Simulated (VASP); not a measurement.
# WS2 in VASP: notebook

The runs below take WS2 through single point, with PBE0.

Program: VASP 6.6.1. These are calculated values, not measurements. Logs are shortened: lines on timing, memory, paths and dates and some standing lists are left out, and cuts for length are marked.

## (1) The slab as given

The cell holds a slab with vacuum, 3 atoms: a = 3.184 Å, b = 3.184 Å, c = 16.951 Å, α = 90.00°, β = 90.00°, γ = 120.00°.

## (2) Single point, PBE0

POSCAR reads:

```
WS2
1.0
    3.1835163552      0.0000000000      0.0000000000
   -1.5917581776      2.7570060369      0.0000000000
    0.0000000000      0.0000000000     16.9505778900
W S
1 2
Direct
    0.0000000000      0.0000000000      0.0000000000
    0.3333333333      0.6666666667      0.0920005100
    0.3333333333      0.6666666667      0.9079994900
```

INCAR.step1 reads:

```
PREC     = Accurate       # precision mode
ENCUT    = 250            # plane-wave cutoff, eV
EDIFF    = 1E-5           # SCF threshold, eV
ISMEAR   = 0              # smearing method
SIGMA    = 0.01           # smearing width, eV
LREAL    = F              # projectors in reciprocal space
LASPH    = T              # aspherical terms in the spheres
NELM     = 100            # most SCF steps
ALGO     = Normal         # electronic algorithm
ISIF     = 2              # what is computed and relaxed
LWAVE    = T              # write WAVECAR
LCHARG   = F              # write CHGCAR
NBANDS   = 21             # bands
NKRED    = 1            
GGA      = PE             # functional
```

INCAR.step2 reads:

```
PREC     = Accurate       # precision mode
ENCUT    = 250            # plane-wave cutoff, eV
EDIFF    = 1E-6           # SCF threshold, eV
ISMEAR   = 0              # smearing method
SIGMA    = 0.01           # smearing width, eV
LREAL    = F              # projectors in reciprocal space
LASPH    = T              # aspherical terms in the spheres
NELM     = 100            # most SCF steps
ALGO     = Normal         # electronic algorithm
ISIF     = 2              # what is computed and relaxed
LWAVE    = F              # write WAVECAR
LCHARG   = F              # write CHGCAR
GGA      = PE             # functional
LHFCALC  = T              # exact exchange
AEXX     = 0.25           # exact-exchange fraction
PRECFOCK = Fast         
NBANDS   = 21             # bands
NKRED    = 1            
ISTART   = 1
```

KPOINTS reads:

```
Automatic mesh
0
Gamma
  6 6 1
```

Potentials or basis: VASP PAW PBE potentials, release 64 (W_sv, S).

The run is started by

```bash
cat potpaw_PBE.64/W_sv/POTCAR potpaw_PBE.64/S/POTCAR > POTCAR
cp INCAR.step1 INCAR
mpirun -np 1 vasp_std > vasp.out
cp INCAR.step2 INCAR
mpirun -np 1 vasp_std > vasp.out
```

OUTCAR:

```text
PREC = Accurate
   ENCUT = 250
   EDIFF = 1E-6
   ISMEAR = 0
   LREAL = F
   LASPH = T
   NELM = 100
   ISIF = 2
   GGA = PE
   LHFCALC = T
   AEXX = 0.25
   PRECFOCK = Fast
   NKRED = 1
   ISTART = 1

 Found      7 irreducible k-points:

 Following reciprocal coordinates:
            Coordinates               Weight
  0.000000  0.000000  0.000000      1.000000
  0.166667  0.000000  0.000000      6.000000
  0.333333 -0.000000  0.000000      6.000000
  0.500000  0.000000  0.000000      3.000000
  0.166667  0.166667  0.000000      6.000000
  0.333333  0.166667  0.000000     12.000000
   k-points           NKPTS =      7   k-points in BZ     NKDIM =     36   number of bands    NBANDS=     21
   number of dos      NEDOS =    301   number of ions     NIONS =      3
   total plane-waves  NPLWV =  23040
   dimension x,y,z NGX =    16 NGY =   16 NGZ =   90
   dimension x,y,z NGXF=    32 NGYF=   32 NGZF=  180
   ions per type =               1   2
   NGX,Y,Z   is equivalent  to a cutoff of   8.36,  8.36,  8.83 a.u.
   NGXF,Y,Z  is equivalent  to a cutoff of  16.71, 16.71, 17.65 a.u.
 SYSTEM =  unknown system
   PREC   = accura    normal or accurate (medium, high low for compatibility)
   ISTART =      1    job   : 0-new  1-cont  2-samecut
   ICHARG =      0    charge: 1-file 2-atom 10-const
   ISPIN  =      1    spin polarized calculation?
   LNONCOLLINEAR =      F non collinear calculations
   LSORBIT =      F    spin-orbit coupling
   LASPH  =      T    aspherical Exc in radial PAW
   ENCUT  =  250.0 eV  18.37 Ry    4.29 a.u.   4.10  4.10 21.85*2*pi/ulx,y,z
   NELM   =    100;   NELMIN=  2; NELMDL=  0     # of ELM steps
   EDIFF  = 0.1E-05   stopping-criterion for ELM
   LREAL  =      F    real-space projection
   EDIFFG = 0.1E-04   stopping-criterion for IOM
   NSW    =      0    number of steps for IOM
   IBRION =     -1    ionic relax: 0-MD 1-quasi-New 2-CG
   NFREE  =      0    steps in history (QN), initial steepest desc. (CG)
   ISIF   =      2    stress and relaxation
   ISYM   =      3    0-nonsym 1-usesym 2-fastsym
   POTIM  = 0.5000    time-step for ionic-motion
   TEBEG  =    0.0;   TEEND  =   0.0 temperature during run
   PSTRESS=    0.0 pullay stress
   NELECT =      26.0000    total number of electrons
   NUPDOWN=      -1.0000    fix difference up-down
   EMIN   =  10.00;   EMAX   =-10.00  energy-range for DOS
   EFERMI =   0.00;   METHOD = LEGACY
   ISMEAR =     0;   SIGMA  =   0.01  broadening in eV -4-tet -1-fermi 0-gaus
   EFERMI_NEDOS =   21; number of points for ismear=-14 and -15
   IALGO  =     38    algorithm
   IMIX   =      1    mixing-type and parameters
     AMIX     =   0.40;   BMIX     =  1.00
     AMIX_MAG =   1.60;   BMIX_MAG =  1.00
  volume/ion in A,a.u.               =      49.59       334.66
  Fermi-wavevector in a.u.,A,eV,Ry     =   0.915285  1.729637 11.398226  0.837746
  Thomas-Fermi vector in A             =   2.040009
   LORBIT       =      0    0 simple, 1 ext, 2 COOP (PROOUT), +10 PAW based schemes
   GGA     = PE    functional components
   LHFCALC =     T    Hartree Fock is set to
   PRECFOCK=fast      Normal, Fast or Accurate (Low or Medium for compatibility)
   ENCUT4O =  -1.0   cutoff for four orbital integrals eV
   NKREDX  =     1    reduce k-point grid by
   NKREDY  =     1    reduce k-point grid by
   NKREDZ  =     1    reduce k-point grid by
   AEXX    =    0.2500 exact exchange contribution
   HFSCREEN=    0.0000 screening length (either q_TF or 0.3 A-1)
   HFSCREENC=   0.0000 screening length for correlation (either q_TF or 0.3 A-1)
   ENCUTFOCK=  -1.0 apply spherical cutoff to Coloumb kernel
   IVDW    =     0    specifies the selected vdW correction
   LEPSILON=     F    determine dielectric tensor
   LRPA    =     F    only Hartree local field effects (RPA)
 non-spin polarized calculation
 Gauss-broadening in eV      SIGMA  =   0.01
  energy-cutoff  :      250.00
  volume of cell :      148.77
 maximum number of plane-waves:      1350
  NGX = 10; NGY = 10; NGZ = 54

 number of electron      25.9999987 magnetization

 Free energy of the ion-electron system (eV)
  ---------------------------------------------------
  ext. energy  EPLUGINS =         0.00000000
  ---------------------------------------------------
  free energy    TOTEN  =       -30.34391786 eV

  energy without entropy =      -30.34391786  energy(sigma->0) =      -30.34391786

 E-fermi :  -1.8007     XC(G=0):  -3.5027

 val. band max:       -1.9618278451   @ k =   0.3333   0.3333   0.0000
 cond. band min:       1.0084541802   @ k =   0.3333   0.3333   0.0000
 fundamental gap:      2.9702820253
 Fermi energy:        -1.8006599243

 k-point     1 :       0.0000    0.0000    0.0000
  band No.  band energies     occupation
      1     -80.0362      2.00000
      2     -42.8376      2.00000
      3     -42.6453      2.00000
      4     -42.6452      2.00000
      5     -18.4893      2.00000
      6     -16.6609      2.00000
[... 13 lines left out ...]
     20       4.9513      0.00000
     21       5.8499      0.00000

 k-point     2 :       0.1667    0.0000    0.0000
  band No.  band energies     occupation
      1     -80.0313      2.00000
      2     -42.8187      2.00000
      3     -42.7517      2.00000
      4     -42.6701      2.00000
      5     -18.0034      2.00000
      6     -16.4893      2.00000
[... 13 lines left out ...]
     20       6.1277      0.00000
     21       7.0424      0.00000

 k-point     3 :       0.3333   -0.0000    0.0000
  band No.  band energies     occupation
      1     -80.0208      2.00000
      2     -42.9588      2.00000
      3     -42.7801      2.00000
      4     -42.7196      2.00000
      5     -16.8687      2.00000
      6     -16.0980      2.00000
[... 13 lines left out ...]
     20       6.7861      0.00000
     21       7.5807      0.00000

 k-point     4 :       0.5000    0.0000    0.0000
  band No.  band energies     occupation
      1     -80.0154      2.00000
      2     -43.0602      2.00000
      3     -42.7606      2.00000
      4     -42.7440      2.00000
      5     -16.1578      2.00000
      6     -15.8697      2.00000
[... 13 lines left out ...]
     20       7.6115      0.00000
     21       8.7238      0.00000

 k-point     5 :       0.1667    0.1667    0.0000
  band No.  band energies     occupation
      1     -80.0233      2.00000
      2     -42.8880      2.00000
      3     -42.7899      2.00000
      4     -42.7269      2.00000
      5     -17.1822      2.00000
      6     -16.1990      2.00000
[... 13 lines left out ...]
     20       7.1972      0.00000
     21       8.0007      0.00000

 k-point     6 :       0.3333    0.1667    0.0000
  band No.  band energies     occupation
      1     -80.0153      2.00000
      2     -43.0075      2.00000
      3     -42.7975      2.00000
      4     -42.7610      2.00000
      5     -16.1814      2.00000
      6     -15.8487      2.00000
[... 13 lines left out ...]
     20       7.9605      0.00000
     21       8.6416      0.00000

 [... further k-points ...]

------------------------ aborting loop because EDIFF is reached ----------------------------------------

  FORCE on cell =-STRESS in cart. coord.  units (eV):
  Direction    XX          YY          ZZ          XY          YZ          ZX
  --------------------------------------------------------------------------------------
  -------------------------------------------------------------------------------------
  Total       -1.8477087     -1.8477087     -1.4338413      0.0000000      0.0000000      0.0000000
  in kB      -19.8982451    -19.8982451    -15.4412468      0.0000000      0.0000000      0.0000000
  external PRESSURE =     -18.4125790 kB  Pullay stress =       0.0000000 kB

 VOLUME and BASIS-vectors are now :
 -----------------------------------------------------------------------------
  energy-cutoff  :      250.00
  volume of cell :      148.77
      direct lattice vectors                 reciprocal lattice vectors
     3.183516355  0.000000000  0.000000000     0.314118066  0.181356150  0.000000000
    -1.591758178  2.757006037  0.000000000     0.000000000  0.362712300  0.000000000
     0.000000000  0.000000000 16.950577890     0.000000000  0.000000000  0.058995039

 POSITION                                       TOTAL-FORCE (eV/Angst)
 -----------------------------------------------------------------------------------
      0.00000      0.00000      0.00000         0.000000      0.000000      0.000000
     -0.00000      1.83800      1.55946        -0.000000      0.000000     -0.235536
     -0.00000      1.83800     15.39112        -0.000000     -0.000000      0.235536
 -----------------------------------------------------------------------------------
    total drift:                               -0.000007     -0.000010     -0.000000

  FREE ENERGIE OF THE ION-ELECTRON SYSTEM (eV)
  ---------------------------------------------------
  free  energy   TOTEN  =       -30.3439178629 eV

  energy  without entropy=      -30.3439178629  energy(sigma->0) =      -30.34391786
```

Run time: 1.8 min. Hardware: 1 thread of Intel Xeon 6975P-C (Granite Rapids), shared host; peak memory 0.15 GiB.

The run converged, but a check on its numbers failed (symmetry, net force, bounds or a known fault of this set-up), so they aren't taken as properties of the slab.

Caveat: the cutoff lies under the usual one of these potentials, so the numbers hold a large basis-set error; the PAW data sets were made with another functional, which shifts forces and pressure a little; spin-orbit coupling is left out, which moves the levels of the heavy elements.

## (3) Single point, PBE0

POSCAR is that of step 2.

Edit INCAR.step1 of step 2 so:

```diff
@@ -1,3 +1,3 @@
 PREC     = Accurate       # precision mode
-ENCUT    = 250            # plane-wave cutoff, eV
+ENCUT    = 350            # plane-wave cutoff, eV
 EDIFF    = 1E-5           # SCF threshold, eV
```

Edit INCAR.step2 of step 2 so:

```diff
@@ -1,3 +1,3 @@
 PREC     = Accurate       # precision mode
-ENCUT    = 250            # plane-wave cutoff, eV
+ENCUT    = 350            # plane-wave cutoff, eV
 EDIFF    = 1E-6           # SCF threshold, eV
@@ -15,3 +15,3 @@
 AEXX     = 0.25           # exact-exchange fraction
-PRECFOCK = Fast         
+PRECFOCK = Low          
 NBANDS   = 21             # bands
```

KPOINTS reads:

```
Automatic mesh
0
Gamma
  5 5 1
```

Potentials or basis: VASP PAW PBE potentials, release 64 (W_sv, S).

The run is started by

```bash
cat potpaw_PBE.64/W_sv/POTCAR potpaw_PBE.64/S/POTCAR > POTCAR
cp INCAR.step1 INCAR
mpirun -np 1 vasp_std > vasp.out
cp INCAR.step2 INCAR
mpirun -np 1 vasp_std > vasp.out
```

Run time: 1.8 min. Hardware: 1 thread of Intel Xeon 6975P-C (Granite Rapids), shared host; peak memory 0.19 GiB.

The run converged, but some of its settings lie outside the range that counts as converged, so its numbers aren't taken as properties of the slab.

Results:

- Free energy: -30.3970 eV
- Largest force: 0.254 eV/Å
- Band gap on the k mesh: 3.53 eV, indirect (least direct gap 4.05 eV)

Caveat: the k mesh is coarse (spacing up to 0.46 Å⁻¹), so the values aren't converged, least of all with exact exchange; the PAW data sets were made with another functional, which shifts forces and pressure a little; spin-orbit coupling is left out, which moves the levels of the heavy elements.

## (4) Single point, PBE0

POSCAR is that of step 3.

Edit INCAR.step1 of step 3 so:

```diff
@@ -1,3 +1,3 @@
 PREC     = Accurate       # precision mode
-ENCUT    = 350            # plane-wave cutoff, eV
+ENCUT    = 400            # plane-wave cutoff, eV
 EDIFF    = 1E-5           # SCF threshold, eV
```

Edit INCAR.step2 of step 3 so:

```diff
@@ -1,3 +1,3 @@
 PREC     = Accurate       # precision mode
-ENCUT    = 350            # plane-wave cutoff, eV
+ENCUT    = 400            # plane-wave cutoff, eV
 EDIFF    = 1E-6           # SCF threshold, eV
@@ -15,3 +15,3 @@
 AEXX     = 0.25           # exact-exchange fraction
-PRECFOCK = Low          
+PRECFOCK = Fast         
 NBANDS   = 21             # bands
```

KPOINTS is that of step 3.

Potentials or basis: VASP PAW PBE potentials, release 64 (W_sv, S).

The run is started by

```bash
cat potpaw_PBE.64/W_sv/POTCAR potpaw_PBE.64/S/POTCAR > POTCAR
cp INCAR.step1 INCAR
mpirun -np 1 vasp_std > vasp.out
cp INCAR.step2 INCAR
mpirun -np 1 vasp_std > vasp.out
```

OUTCAR:

```text
PREC = Accurate
   ENCUT = 400
   EDIFF = 1E-6
   ISMEAR = 0
   LREAL = F
   LASPH = T
   NELM = 100
   ISIF = 2
   GGA = PE
   LHFCALC = T
   AEXX = 0.25
   PRECFOCK = Fast
   NKRED = 1
   ISTART = 1

 Found      5 irreducible k-points:

 Following reciprocal coordinates:
            Coordinates               Weight
[... 205 lines left out ...]
     20       8.8245      0.00000
     21       9.0057      0.00000

------------------------ aborting loop because EDIFF is reached ----------------------------------------

  FORCE on cell =-STRESS in cart. coord.  units (eV):
  Direction    XX          YY          ZZ          XY          YZ          ZX
  --------------------------------------------------------------------------------------
  -------------------------------------------------------------------------------------
  Total       -1.2849514     -1.2849514     -0.9175563     -0.0000000      0.0000000      0.0000000
  in kB      -13.8378294    -13.8378294     -9.8812977     -0.0000000      0.0000000      0.0000000
  external PRESSURE =     -12.5189855 kB  Pullay stress =       0.0000000 kB

 VOLUME and BASIS-vectors are now :
 -----------------------------------------------------------------------------
  energy-cutoff  :      400.00
  volume of cell :      148.77
      direct lattice vectors                 reciprocal lattice vectors
     3.183516355  0.000000000  0.000000000     0.314118066  0.181356150  0.000000000
    -1.591758178  2.757006037  0.000000000     0.000000000  0.362712300  0.000000000
     0.000000000  0.000000000 16.950577890     0.000000000  0.000000000  0.058995039

 POSITION                                       TOTAL-FORCE (eV/Angst)
 -----------------------------------------------------------------------------------
      0.00000      0.00000      0.00000        -0.000000     -0.000000      0.000000
     -0.00000      1.83800      1.55946         0.000000      0.000000     -0.266276
     -0.00000      1.83800     15.39112         0.000000      0.000000      0.266276
 -----------------------------------------------------------------------------------
    total drift:                               -0.000006      0.000003     -0.000000

  FREE ENERGIE OF THE ION-ELECTRON SYSTEM (eV)
  ---------------------------------------------------
  free  energy   TOTEN  =       -30.3966755414 eV

  energy  without entropy=      -30.3966755414  energy(sigma->0) =      -30.39667554
```

OSZICAR.step1:

```text
N       E                     dE             d eps       ncg     rms          rms(c)
DAV:   1     0.149025495198E+03    0.14903E+03   -0.11089E+04   250   0.884E+02
DAV:   2    -0.147134148123E+02   -0.16374E+03   -0.15903E+03   262   0.239E+02
DAV:   3    -0.248947957815E+02   -0.10181E+02   -0.10100E+02   274   0.560E+01
[... 11 lines left out ...]
DAV:  15    -0.236697432504E+02   -0.44348E-04   -0.29263E-05   230   0.257E-02    0.218E-02
DAV:  16    -0.236697865662E+02   -0.43316E-04   -0.94616E-06   219   0.129E-02    0.842E-03
DAV:  17    -0.236698227517E+02   -0.36185E-04   -0.47031E-06   190   0.108E-02    0.910E-03
DAV:  18    -0.236698520467E+02   -0.29295E-04   -0.14308E-06   177   0.475E-03    0.118E-02
DAV:  19    -0.236698605946E+02   -0.85479E-05   -0.35575E-07   158   0.252E-03
   1 F= -.23669861E+02 E0= -.23669861E+02  d E =0.000000E+00
```

Run time: 1.7 min. Hardware: 1 thread of Intel Xeon 6975P-C (Granite Rapids), shared host; peak memory 0.23 GiB.

These settings aren't checked as converged: the numbers below hold their error.

Results:

```
Free energy            : -30.3967 eV
Largest force          : 0.266 eV/Å
Band gap on the k mesh : 3.52 eV, indirect (least direct gap 4.05 eV)
```

Caveat: the k mesh is coarse (spacing up to 0.46 Å⁻¹), so the values aren't converged, least of all with exact exchange; the PAW data sets were made with another functional, which shifts forces and pressure a little; spin-orbit coupling is left out, which moves the levels of the heavy elements.
